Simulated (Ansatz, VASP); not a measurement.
**Two plane-wave programs on In**

```
CELL_PARAMETERS angstrom
0.00000 2.43489 2.43489
2.43489 0.00000 2.43489
2.43489 2.43489 0.00000
ATOMIC_POSITIONS crystal
In 0.00000 0.00000 0.00000
```

Change from the starting cell: volume scaled by 1.05, PAW files.

Alike in both runs: task electric field gradients; functional PBE; k mesh 15 × 15 × 15; occupations fermi-dirac, width 0.05 eV; no spin polarisation.

|  | VASP | Ansatz |
| --- | --- | --- |
| version | VASP 6.6.1 | Ansatz 0.2.0 |
| potentials or method | VASP PAW PBE potentials, release 64 (In_d) | PAW with Ansatz's default frozen-core files, scalar-relativistic |
| plane-wave cutoff (eV) | 520 | 420 |
| valence electrons in the cell | 13 | 13 |

|  | VASP | Ansatz | Ansatz less VASP |
| --- | --- | --- | --- |
| pressure (GPa) | -1.5 | -1.5 | +0.03 |
| Vzz of the field gradient on the site that differs most (V/Å²) | 0.0 | 0.0 | 0.00 |

Ansatz warned: «gradients_without_spin_orbit».
